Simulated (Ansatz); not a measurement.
Input and command of a plane-wave DFT calculation in Ansatz:

```yaml
crystal:
  lattice:
    - [0.0, 2.9792237448, 3.0556140972]
    - [2.9792237448, 0.0, 3.0556140972]
    - [2.9792237448, 2.9792237448, 0.0]
  atoms:
    - { symbol: Ga, position: [0.0, 0.0, 0.0] }
    - { symbol: Sb, position: [0.75, 0.75, 0.75] }
basis:
  ecutwfc: 420
kpoints:
  mp_grid: { grid: [18, 18, 18] }
hamiltonian:
  xc: pbesol
scf:
  occupations: { method: gaussian, width: 0.15 }
output:
  forces: true
  stress: true
  eigenvalues: true
```

```bash
ansatz run input.yaml --threads 2 --pin off --max-ram 5120MiB --backend cpu --events-out ev --progress --plain --runs-dir out
```

Processor: Intel(R) Xeon(R) 6975P-C (Granite Rapids), 2 threads, on a host shared with other jobs.

Task: How long does it run, and how much memory does it take?

Result: About 9.3 s on 2 threads of Intel(R) Xeon(R) 6975P-C (Granite Rapids) (shared host), peak memory 0.78 GiB. It solves 18 bands at 480 k points (the mesh reduced by the symmetry that the task leaves, which can be less than the crystal's) with about 1063 plane waves, in 7 SCF iterations.
